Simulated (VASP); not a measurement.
# CdSe (Cadmoselite) (P6_3mc) in VASP: notebook

The runs below take CdSe (Cadmoselite) through single point, with PBE.

All numbers are computed with VASP 6.6.1; they aren't measurements. Logs are shortened: lines on timing, memory, paths and dates and some standing lists are left out, and cuts for length are marked.

**Experimental background.**

From a printed reference work, data compilation, for a bulk crystal of CdSe at 2 K: band gap 1.841 eV.

The results are compared with them further down.

**1. The cell of the first run**

Symmetry: P6_3mc, No. 186, hexagonal system. The conventional cell has a = 4.338 Å, b = 4.338 Å, c = 7.083 Å, α = 90.00°, β = 90.00°, γ = 120.00°. Within 3.5 Å of Cd (site symmetry 3m) lie 4 Se at 2.65 to 2.66 Å. Within 3.5 Å of Se (site symmetry 3m) lie 4 Cd at 2.65 to 2.66 Å.

**2. Single point, PBE (volume scaled by 0.97, then relaxed in part)**

Contents of INCAR:

```
SYSTEM = CdSe
  PREC = Accurate
  ENCUT = 520
  EDIFF = 1E-6
  ISMEAR = 0
  SIGMA = 0.02
  LREAL = .FALSE.
  LASPH = .TRUE.
  NELM = 60
  ALGO = Normal
  ISIF = 2
  LWAVE = .FALSE.
  LCHARG = .FALSE.
  GGA = PE
  NBANDS = 26
```

Contents of KPOINTS:

```
Automatic mesh
0
G
  9 9 6
  0 0 0
```

Contents of POSCAR:

```
CdSe
1.0
    4.3382836119      0.0000000000      0.0000000000
   -2.1691418060      3.7570638167      0.0000000000
    0.0000000000      0.0000000000      7.0833442652
Cd Se
2 2
Direct
    0.3333333333      0.6666666667      0.0046130448
    0.6666666667      0.3333333333      0.5046130448
    0.3333333333      0.6666666667      0.3803869552
    0.6666666667      0.3333333333      0.8803869552
```

Potentials or basis: VASP PAW PBE potentials, release 64 (Cd, Se).

Run with:

```sh
$ cat potpaw_PBE.64/Cd/POTCAR potpaw_PBE.64/Se/POTCAR > POTCAR
$ mpirun -np 1 vasp_std > vasp.out
```

OUTCAR:

```text
SYSTEM = CdSe
   PREC = Accurate
   ENCUT = 520
   EDIFF = 1E-6
   ISMEAR = 0
   LREAL = .FALSE.
   LASPH = .TRUE.
   NELM = 60
   ISIF = 2
   GGA = PE

 ion  position               nearest neighbor table
   1  0.333  0.667  0.005-   4 2.65   4 2.65   4 2.65   3 2.66
   2  0.667  0.333  0.505-   3 2.65   3 2.65   3 2.65   4 2.66
   3  0.333  0.667  0.380-   2 2.65   2 2.65   2 2.65   1 2.66
   4  0.667  0.333  0.880-   1 2.65   1 2.65   1 2.65   2 2.66

  LATTYP: Found a hexagonal cell.
 ALAT       =     4.3382836119
 C/A-ratio  =     1.6327526964

  Lattice vectors:

 A1 = (   4.3382836119,   0.0000000000,   0.0000000000)
 A2 = (  -2.1691418060,   3.7570638167,   0.0000000000)
 A3 = (   0.0000000000,   0.0000000000,   7.0833442652)

Analysis of symmetry for initial positions (statically):
=====================================================================
 Subroutine PRICEL returns:
 Original cell was already a primitive cell.

 Routine SETGRP: Setting up the symmetry group for a
 hexagonal supercell.

 Subroutine GETGRP returns: Found 12 space group operations
 (whereof  6 operations were pure point group operations)
 out of a pool of 24 trial point group operations.

The static configuration has the point symmetry C_3v.
 The point group associated with its full space group is C_6v.

Analysis of symmetry for dynamics (positions and initial velocities):
=====================================================================
 Subroutine PRICEL returns:
 Original cell was already a primitive cell.

 Routine SETGRP: Setting up the symmetry group for a
 hexagonal supercell.

 Subroutine GETGRP returns: Found 12 space group operations
 (whereof  6 operations were pure point group operations)
 out of a pool of 24 trial point group operations.

The dynamic configuration has the point symmetry C_3v.
 The point group associated with its full space group is C_6v.

 Subroutine INISYM returns: Found 12 space group operations
 (whereof  6 operations are pure point group operations),
 and found     1 'primitive' translations

----------------------------------------------------------------------------------------

                                     Primitive cell

  volume of cell :     115.4529

  direct lattice vectors                    reciprocal lattice vectors
     4.338283612  0.000000000  0.000000000     0.230505907  0.133082648  0.000000000
    -2.169141806  3.757063817  0.000000000     0.000000000  0.266165295  0.000000000
     0.000000000  0.000000000  7.083344265     0.000000000  0.000000000  0.141176253

  length of vectors
     4.338283612  4.338283612  7.083344265     0.266165295  0.266165295  0.141176253

  position of ions in fractional coordinates (direct lattice)
     0.333333333  0.666666667  0.004613045
     0.666666667  0.333333333  0.504613045
     0.333333333  0.666666667  0.380386955
     0.666666667  0.333333333  0.880386955

  ion indices of the primitive-cell ions
   primitive index   ion index
                 1           1
                 2           2
                 3           3
                 4           4

----------------------------------------------------------------------------------------

 KPOINTS: Automatic mesh

Automatic generation of k-mesh.
 Grid dimensions read from file:
 generate k-points for:    9    9    6

 Generating k-lattice:

  Cartesian coordinates                     Fractional coordinates (reciprocal lattice)
     0.025611767  0.014786961  0.000000000     0.111111111  0.000000000  0.000000000
     0.000000000  0.029573922  0.000000000     0.000000000  0.111111111  0.000000000
     0.000000000  0.000000000  0.023529375     0.000000000  0.000000000  0.166666667

  Length of vectors
     0.029573922  0.029573922  0.023529375

  Shift w.r.t. Gamma in fractional coordinates (k-lattice)
     0.000000000  0.000000000  0.000000000

 Subroutine IBZKPT returns following result:
 ===========================================

 Found     48 irreducible k-points:

 Following reciprocal coordinates:
            Coordinates               Weight
  0.000000  0.000000  0.000000      1.000000
  0.111111  0.000000  0.000000      6.000000
  0.222222  0.000000  0.000000      6.000000
  0.333333  0.000000  0.000000      6.000000
  0.444444  0.000000  0.000000      6.000000
  0.111111  0.111111  0.000000      6.000000
[... 16 lines left out ...]
  0.333333  0.222222  0.166667     24.000000
  0.333333  0.333333  0.166667      4.000000
 [... further k-points ...]
   k-points           NKPTS =     48   k-points in BZ     NKDIM =     48   number of bands    NBANDS=     26
   number of dos      NEDOS =    301   number of ions     NIONS =      4
   total plane-waves  NPLWV =  55296
   dimension x,y,z NGX =    32 NGY =   32 NGZ =   54
   dimension x,y,z NGXF=    64 NGYF=   64 NGZF=  108
   ions per type =               2   2
   NGX,Y,Z   is equivalent  to a cutoff of  12.26, 12.26, 12.67 a.u.
   NGXF,Y,Z  is equivalent  to a cutoff of  24.53, 24.53, 25.35 a.u.
 SYSTEM =  CdSe
   PREC   = accura    normal or accurate (medium, high low for compatibility)
   ISTART =      0    job   : 0-new  1-cont  2-samecut
   ICHARG =      2    charge: 1-file 2-atom 10-const
   ISPIN  =      1    spin polarized calculation?
   LNONCOLLINEAR =      F non collinear calculations
   LSORBIT =      F    spin-orbit coupling
   LASPH  =      T    aspherical Exc in radial PAW
   ENCUT  =  520.0 eV  38.22 Ry    6.18 a.u.   8.07  8.07 13.17*2*pi/ulx,y,z
   NELM   =     60;   NELMIN=  2; NELMDL= -5     # of ELM steps
   EDIFF  = 0.1E-05   stopping-criterion for ELM
   LREAL  =      F    real-space projection
   EDIFFG = 0.1E-04   stopping-criterion for IOM
   NSW    =      0    number of steps for IOM
   IBRION =     -1    ionic relax: 0-MD 1-quasi-New 2-CG
   NFREE  =      0    steps in history (QN), initial steepest desc. (CG)
   ISIF   =      2    stress and relaxation
   ISYM   =      2    0-nonsym 1-usesym 2-fastsym
   POTIM  = 0.5000    time-step for ionic-motion
   TEBEG  =    0.0;   TEEND  =   0.0 temperature during run
   PSTRESS=    0.0 pullay stress
   NELECT =      36.0000    total number of electrons
   NUPDOWN=      -1.0000    fix difference up-down
   EMIN   =  10.00;   EMAX   =-10.00  energy-range for DOS
   EFERMI =   0.00;   METHOD = LEGACY
   ISMEAR =     0;   SIGMA  =   0.02  broadening in eV -4-tet -1-fermi 0-gaus
   EFERMI_NEDOS =   21; number of points for ismear=-14 and -15
   IALGO  =     38    algorithm
   IMIX   =      4    mixing-type and parameters
     AMIX     =   0.40;   BMIX     =  1.00
     AMIX_MAG =   1.60;   BMIX_MAG =  1.00
  volume/ion in A,a.u.               =      28.86       194.78
  Fermi-wavevector in a.u.,A,eV,Ry     =   1.110131  2.097843 16.767681  1.232390
  Thomas-Fermi vector in A             =   2.246678
   LORBIT       =      0    0 simple, 1 ext, 2 COOP (PROOUT), +10 PAW based schemes
   GGA     = PE    functional components
   LHFCALC =     F    Hartree Fock is set to
   AEXX    =    0.0000 exact exchange contribution
   IVDW    =     0    specifies the selected vdW correction
   LEPSILON=     F    determine dielectric tensor
   LRPA    =     F    only Hartree local field effects (RPA)
 non-spin polarized calculation
 Gauss-broadening in eV      SIGMA  =   0.02
  energy-cutoff  :      520.00
  volume of cell :      115.45
 maximum number of plane-waves:      3130
   NGX = 17   NGY = 17   NGZ = 27

 number of electron      35.9999986 magnetization

 Free energy of the ion-electron system (eV)
  ---------------------------------------------------
  ext. energy  EPLUGINS =         0.00000000
  ---------------------------------------------------
  free energy    TOTEN  =       -10.97339538 eV

  energy without entropy =      -10.97339538  energy(sigma->0) =      -10.97339538

 E-fermi :   0.8453     XC(G=0):  -8.7630

 val. band max:        0.7448761492   @ k =   0.0000   0.0000   0.0000
 cond. band min:       1.3534890458   @ k =   0.0000   0.0000   0.0000
 fundamental gap:      0.6086128966
 Fermi energy:         0.8453196761

 k-point     1 :       0.0000    0.0000    0.0000
  band No.  band energies     occupation
      1     -11.7147      2.00000
      2     -11.3604      2.00000
      3      -7.0999      2.00000
      4      -7.0945      2.00000
      5      -7.0945      2.00000
      6      -7.0315      2.00000
[... 18 lines left out ...]
     25       7.7386      0.00000
     26       8.3606      0.00000

 k-point     2 :       0.1111    0.0000    0.0000
  band No.  band energies     occupation
      1     -11.6787      2.00000
      2     -11.3438      2.00000
      3      -7.0893      2.00000
      4      -7.0816      2.00000
      5      -7.0659      2.00000
      6      -7.0157      2.00000
[... 18 lines left out ...]
     25       8.0212      0.00000
     26       8.1479      0.00000

 k-point     3 :       0.2222    0.0000    0.0000
  band No.  band energies     occupation
      1     -11.5841      2.00000
      2     -11.3042      2.00000
      3      -7.0610      2.00000
      4      -7.0520      2.00000
      5      -6.9903      2.00000
      6      -6.9690      2.00000
[... 18 lines left out ...]
     25       7.9207      0.00000
     26       8.7492      0.00000

 k-point     4 :       0.3333    0.0000    0.0000
  band No.  band energies     occupation
      1     -11.4675      2.00000
      2     -11.2667      2.00000
      3      -7.0350      2.00000
      4      -7.0254      2.00000
      5      -6.9271      2.00000
      6      -6.9190      2.00000
[... 18 lines left out ...]
     25       8.5489      0.00000
     26       8.8800      0.00000
[... 496 lines left out ...]
      1     -11.3995      2.00000
      2     -11.2648      2.00000
      3      -7.0251      2.00000
      4      -6.9980      2.00000
      5      -6.9257      2.00000
      6      -6.9117      2.00000
[... 18 lines left out ...]
     25       8.2969      0.00000
     26       9.2718      0.00000

 k-point    23 :       0.3333    0.2222    0.1667
  band No.  band energies     occupation
      1     -11.3273      2.00000
      2     -11.2598      2.00000
      3      -7.0242      2.00000
      4      -6.9715      2.00000
      5      -6.9119      2.00000
      6      -6.8900      2.00000
[... 18 lines left out ...]
     25       8.7505      0.00000
     26       9.3646      0.00000

 k-point    24 :       0.3333    0.3333    0.1667
  band No.  band energies     occupation
      1     -11.2805      2.00000
      2     -11.2805      2.00000
      3      -7.0282      2.00000
      4      -6.9322      2.00000
      5      -6.9322      2.00000
      6      -6.8849      2.00000
[... 18 lines left out ...]
     25       8.9854      0.00000
     26       8.9854      0.00000

 [... further k-points ...]

------------------------ aborting loop because EDIFF is reached ----------------------------------------

  FORCE on cell =-STRESS in cart. coord.  units (eV):
  Direction    XX          YY          ZZ          XY          YZ          ZX
  --------------------------------------------------------------------------------------
  -------------------------------------------------------------------------------------
  Total        1.2598211      1.2598211      1.2422709     -0.0000000      0.0000000      0.0000000
  in kB       17.4829451     17.4829451     17.2393952     -0.0000000      0.0000000      0.0000000
  external PRESSURE =      17.4017618 kB  Pullay stress =       0.0000000 kB

 VOLUME and BASIS-vectors are now :
 -----------------------------------------------------------------------------
  energy-cutoff  :      520.00
  volume of cell :      115.45
      direct lattice vectors                 reciprocal lattice vectors
     4.338283612  0.000000000  0.000000000     0.230505907  0.133082648  0.000000000
    -2.169141806  3.757063817  0.000000000     0.000000000  0.266165295  0.000000000
     0.000000000  0.000000000  7.083344265     0.000000000  0.000000000  0.141176253

 POSITION                                       TOTAL-FORCE (eV/Angst)
 -----------------------------------------------------------------------------------
     -0.00000      2.50471      0.03268         0.000000     -0.000000      0.006320
      2.16914      1.25235      3.57435         0.000000      0.000000      0.006320
     -0.00000      2.50471      2.69441        -0.000000     -0.000000     -0.006320
      2.16914      1.25235      6.23608         0.000000      0.000000     -0.006320
 -----------------------------------------------------------------------------------
    total drift:                               -0.000000     -0.000000     -0.000104

  FREE ENERGIE OF THE ION-ELECTRON SYSTEM (eV)
  ---------------------------------------------------
  free  energy   TOTEN  =       -10.9733953787 eV

  energy  without entropy=      -10.9733953787  energy(sigma->0) =      -10.97339538
```

It took 49 s on 1 thread of Intel Xeon 6975P-C (Granite Rapids), shared host; peak memory 0.3 GiB.

Results:

* Free energy: -10.9734 eV
* Pressure: 1.7 GPa
* Largest force: 0.006 eV/Å
* Band gap on the k mesh: 0.61 eV, direct

Forces on the atoms (eV/Å):
```
Cd   0.000  0.000  0.006
Cd   0.000  0.000  0.006
Se   0.000  0.000 -0.006
Se   0.000  0.000 -0.006
```

Levels at points of the mesh, in eV from the valence-band top:
| k point | band 16 | band 17 | band 18 | band 19 | band 20 | band 21 |
| --- | --- | --- | --- | --- | --- | --- |
| (0.00, 0.00, 0.00) | -0.05 | 0.00 | 0.00 | 0.61 | 2.18 | 5.86 |
| (0.00, 0.00, 0.50) | -0.38 | -0.38 | -0.38 | 2.32 | 2.32 | 5.81 |

Caveat: the cell differs from its parent crystal (volume scaled by 0.97, then relaxed in part).

**3. Single point, PBE**

This run uses another cell than the first one, of 29.76 Å³/atom, 1.031 times its volume.

Contents of INCAR:

```
SYSTEM = CdSe
ALGO     = Normal         ! electronic algorithm
EDIFF    = 1E-6           ! SCF threshold, eV
ENCUT    = 520            ! plane-wave cutoff, eV
GGA      = PE             ! functional
ISIF     = 2              ! what is computed and relaxed
ISMEAR   = 0              ! smearing method
LASPH    = .True.         ! aspherical terms in the spheres
LCHARG   = .False.        ! write CHGCAR
LREAL    = .False.        ! projectors in reciprocal space
LWAVE    = .False.        ! write WAVECAR
NBANDS   = 26             ! bands
NELM     = 100            ! most SCF steps
PREC     = Accurate       ! precision mode
SIGMA    = 0.02           ! smearing width, eV
```

Contents of KPOINTS:

```
k-points
0
Gamma
  9 9 6
  0 0 0
```

Contents of POSCAR:

```
CdSe
1.0
    4.3825548697      0.0000000000      0.0000000000
   -2.1912774349      3.7954038507      0.0000000000
    0.0000000000      0.0000000000      7.1556282808
Cd Se
2 2
Direct
    0.3333333333      0.6666666667      0.0046130448
    0.6666666667      0.3333333333      0.5046130448
    0.3333333333      0.6666666667      0.3803869552
    0.6666666667      0.3333333333      0.8803869552
```

Potentials or basis: VASP PAW PBE potentials, release 64 (Cd, Se).

Run with:

```sh
$ cat potpaw_PBE.64/Cd/POTCAR potpaw_PBE.64/Se/POTCAR > POTCAR
$ mpirun -np 1 vasp_std > vasp.out
```

Wall time 60 s (1 thread of Intel Xeon 6975P-C (Granite Rapids), shared host); peak memory 0.32 GiB.

Results (log left out):

```
Free energy            : -10.9953 eV
Pressure               : 0.2 GPa
Band gap on the k mesh : 0.54 eV, direct
```

Forces on the atoms (eV/Å):
```
Cd   0.000  0.000  0.003
Cd   0.000  0.000  0.003
Se   0.000  0.000 -0.003
Se   0.000  0.000 -0.003
```

Levels at points of the mesh, in eV from the valence-band top:
```csv
k point,band 14,band 15,band 16,band 17,band 18,band 19,band 20,band 21,band 22,band 23
"(0.00, 0.00, 0.00)",-0.69,-0.69,-0.04,0.00,0.00,0.54,2.14,5.85,5.85,6.12
"(0.00, 0.00, 0.50)",-2.53,-0.36,-0.36,-0.36,-0.36,2.26,2.26,5.76,5.76,6.24
```

**4. Single point, PBE (volume scaled by 1.03, then relaxed in part)**

Contents of INCAR:

```
SYSTEM = CdSe
PREC = Accurate
ENCUT = 520
EDIFF = 1E-6
ISMEAR = 0
SIGMA = 0.02
LREAL = .FALSE.
LASPH = .TRUE.
NELM = 60
ALGO = Normal
ISIF = 2
LWAVE = .FALSE.
LCHARG = .TRUE.
GGA = PE
LELF = .TRUE.
LVHAR = .TRUE.
NBANDS = 26
```

Contents of KPOINTS:

```
regular mesh
0
G
  9 9 6
  0 0 0
```

Contents of POSCAR:

```
CdSe
1.0
    4.4259493243      0.0000000000      0.0000000000
   -2.2129746622      3.8329845507      0.0000000000
    0.0000000000      0.0000000000      7.2264806934
Cd Se
2 2
Direct
    0.3333333333      0.6666666667      0.0046130448
    0.6666666667      0.3333333333      0.5046130448
    0.3333333333      0.6666666667      0.3803869552
    0.6666666667      0.3333333333      0.8803869552
```

Run with:

```sh
$ cat potpaw_PBE.64/Cd/POTCAR potpaw_PBE.64/Se/POTCAR > POTCAR
$ mpirun -np 1 vasp_std > vasp.out
```

Run time: 62 s. Hardware: 1 thread of Intel Xeon 6975P-C (Granite Rapids), shared host; peak memory 0.32 GiB.

Results (log left out):

```yaml
Free_energy: -10.9865 eV
Pressure: -1.0 GPa
Band_gap_on_the_k_mesh: 0.48 eV, direct
```

Levels at points of the mesh, in eV from the valence-band top:
| k point | band 14 | band 15 | band 16 | band 17 | band 18 | band 19 | band 20 | band 21 | band 22 | band 23 |
| --- | --- | --- | --- | --- | --- | --- | --- | --- | --- | --- |
| (0.00, 0.00, 0.00) | -0.65 | -0.65 | -0.04 | 0.00 | 0.00 | 0.48 | 2.11 | 5.85 | 5.85 | 6.11 |
| (0.00, 0.00, 0.50) | -2.46 | -0.34 | -0.34 | -0.34 | -0.34 | 2.20 | 2.20 | 5.71 | 5.71 | 6.22 |

Caveat: the cell differs from its parent crystal (volume scaled by 1.03, then relaxed in part).

**5. Single point, PBE (volume scaled by 1.06, then relaxed in part)**

Contents of INCAR:

```
SYSTEM = CdSe
ALGO = Normal ; EDIFF = 1E-7
ENCUT = 520 ; GGA = PE
ISIF = 2 ; ISMEAR = 0
LASPH = .True. ; LCHARG = .True.
LELF = .True. ; LREAL = .False.
LVHAR = .True. ; LWAVE = .False.
NBANDS = 26 ; NELM = 60
PREC = Accurate ; SIGMA = 0.02
```

Contents of KPOINTS:

```
k-points
0
Gamma
  9 9 6
  0 0 0
```

Contents of POSCAR:

```
CdSe
1.0
    4.4685091402      0.0000000000      0.0000000000
   -2.2342545701      3.8698424324      0.0000000000
    0.0000000000      0.0000000000      7.2959703475
Cd Se
2 2
Direct
    0.3333333333      0.6666666667      0.0046130448
    0.6666666667      0.3333333333      0.5046130448
    0.3333333333      0.6666666667      0.3803869552
    0.6666666667      0.3333333333      0.8803869552
```

Run with:

```sh
$ cat potpaw_PBE.64/Cd/POTCAR potpaw_PBE.64/Se/POTCAR > POTCAR
$ mpirun -np 1 vasp_std > vasp.out
```

Wall time 70 s (1 thread of Intel Xeon 6975P-C (Granite Rapids), shared host); peak memory 0.33 GiB.

Results (log left out):

| Quantity | Value |
| --- | --- |
| Free energy | -10.9518 eV |
| Pressure | -2.1 GPa |
| Band gap on the k mesh | 0.41 eV, direct |

Levels at points of the mesh, in eV from the valence-band top:
```tsv
k point	band 16	band 17	band 18	band 19	band 20	band 21
(0.00, 0.00, 0.00)	-0.04	0.00	0.00	0.41	2.07	5.84
(0.00, 0.00, 0.50)	-0.32	-0.32	-0.32	2.14	2.14	5.67
```

Caveat: the cell differs from its parent crystal (volume scaled by 1.06, then relaxed in part).

**6. Overview**

```csv
cell,gap on the mesh (eV),pressure (GPa)
"a = 4.338, b = 4.338, c = 7.083 Å, angles 90.0, 90.0, 120.0°, 4 atoms",0.61,1.7
"a = 4.383, b = 4.383, c = 7.156 Å, angles 90.0, 90.0, 120.0°, 4 atoms",0.54,0.2
"a = 4.426, b = 4.426, c = 7.226 Å, angles 90.0, 90.0, 120.0°, 4 atoms",0.48,-1.0
"a = 4.469, b = 4.469, c = 7.296 Å, angles 90.0, 90.0, 120.0°, 4 atoms",0.41,-2.1
```

Alike in all rows: task single point; level PBE; potentials or basis VASP PAW PBE potentials, release 64 (Cd, Se); no spin polarisation; k mesh 9 × 9 × 6; cutoff (eV) 520; smearing gaussian 0.02 eV.

Total energies depend on the potentials used, so only differences within one code and one set of settings carry meaning.

**7. How close it comes**

Step 3. Measured gap of CdSe: 1.841 eV (2 K; a printed reference work, data compilation). This calculation gives 0.54 eV (-1.30 eV). So large a miss can be the level of theory's own, or it may mean another phase, state or a wrong row. Spin-orbit coupling on Cd, Se is left out. The value is that of PBE, without temperature or zero-point motion. Semilocal functionals fall short of measured gaps as a rule.
